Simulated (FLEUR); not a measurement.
**TaN: band structure with SCAN**

TaN:

```
Ta N
1.0
     2.93800    0.00000    0.00000
    -1.46900    2.54438    0.00000
     0.00000    0.00000    2.88300
Ta N
1 1
Direct
  0.00000 0.00000 0.50000
  0.66667 0.33333 0.00000
```

```yaml
Program: FLEUR MaX-R8.1 (later development tree)
Task: band structure
Functional: SCAN
Potentials_or_basis: all-electron
Basis: FLAPW
Kmax: 4.83 1/bohr
k_mesh: 10 × 10 × 9
Occupations: fermi-dirac, width 0.05 eV
Spin: no spin polarisation
Gmax: 15 1/bohr
Muffin-tin_radii: Ta 2.41, N 1.49 bohr
lmax: Ta 10, N 8
lnonsphr: Ta 10, N 8
Local_orbitals_a_species: Ta 4, N 3
Max_iterations: 80
Mixing_factor: 0.05
Mixer: Anderson
Mixer_history: 30
Density_convergence: 0.0001 me/bohr^3
```

The band gap along the path is none (metal or under the smearing width) and the valence electrons inside the program's atomic spheres are Ta 24.69; N 3.63 (radii Ta 2.41, N 1.49 bohr).

Levels at the corners of the path, in eV from the Fermi level:
| point | band 13 | band 14 | band 15 | band 16 | band 17 | band 18 | band 19 | band 20 |
| --- | --- | --- | --- | --- | --- | --- | --- | --- |
| Γ | -4.87 | -4.87 | -4.50 | -3.12 | 2.24 | 3.67 | 3.67 | 4.23 |
| M | -8.68 | -5.44 | -3.68 | -3.41 | 3.20 | 4.08 | 5.42 | 5.49 |
| K | -7.96 | -5.97 | -5.41 | 0.00 | 1.21 | 1.48 | 2.64 | 7.92 |
| Γ | -4.87 | -4.87 | -4.50 | -3.12 | 2.24 | 3.67 | 3.67 | 4.23 |
| A | -9.83 | -3.98 | -3.98 | -0.17 | -0.17 | 2.33 | 3.57 | 3.57 |
| L | -7.65 | -6.46 | -5.96 | -0.53 | 4.40 | 5.47 | 6.06 | 7.45 |
| H | -8.52 | -6.83 | -4.16 | -0.55 | 4.69 | 4.99 | 6.94 | 7.98 |
| A | -9.83 | -3.98 | -3.98 | -0.17 | -0.17 | 2.33 | 3.57 | 3.57 |
| L | -7.65 | -6.46 | -5.96 | -0.53 | 4.40 | 5.47 | 6.06 | 7.45 |
| M | -8.68 | -5.44 | -3.68 | -3.41 | 3.20 | 4.08 | 5.42 | 5.49 |
| K | -7.96 | -5.97 | -5.41 | 0.00 | 1.21 | 1.48 | 2.64 | 7.92 |
| H | -8.52 | -6.83 | -4.16 | -0.55 | 4.69 | 4.99 | 6.94 | 7.98 |

Core levels (eV from the Fermi level):
| atom | levels |
| --- | --- |
| 1 Ta | 1s1/2 -67277.7, 2s1/2 -11547.5, 2p1/2 -11033.5, 2p3/2 -9763.3, 3s1/2 -2641.7, 3p1/2 -2413.7, 3p3/2 -2140.2, 4s1/2 -534.9, 3d3/2 -1756.3, 3d5/2 -1696.8, 4p1/2 -441.0, 4p3/2 -378.1, 4d3/2 -224.0, 4d5/2 -212.4 |
| 2 N | 1s1/2 -378.0 |

Run time: 78 s on 1 thread of Arm Neoverse V2 (shared host), peak memory 0.1 GiB.

Caveat: the meta-GGA is that of a development version, with a GGA for the radial functions and cores and without core tails; spin-orbit coupling is left out, which moves the levels of the heavy elements.
